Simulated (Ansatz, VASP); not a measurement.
SiC in VASP and in Ansatz

```
CELL_PARAMETERS angstrom
2.22198 2.22198 0.00000
-2.22198 2.22198 0.00000
0.00000 2.22198 2.14694
ATOMIC_POSITIONS crystal
Si 0.00000 0.00000 0.00000
C 0.75000 0.25000 0.50000
```

Change from the starting cell: in-plane strain +0.02, out-of-plane length and atoms relaxed by PAW.

Alike in both runs: functional PBEsol; k mesh 10 × 10 × 10; no spin polarisation.

Ansatz relaxed the structure, and its values are those at the end. VASP's run is a single point on that final structure, the one shown.

```csv
,VASP,Ansatz
version,VASP 6.6.1,Ansatz 0.2.0
potentials or method,"VASP PAW PBE potentials, release 64 (Si, C)","PAW with Ansatz's default frozen-core files, scalar-relativistic"
plane-wave cutoff (eV),520,420
occupations,"gaussian, width 0.01 eV",fixed
valence electrons in the cell,8,8
```

|  | VASP | Ansatz | Ansatz less VASP |
| --- | --- | --- | --- |
| pressure (GPa) | -5.0 | -5.4 | -0.33 |

Caveats: the PAW data sets were made with another functional, which shifts forces and pressure a little (VASP). A k mesh can miss the band edges.
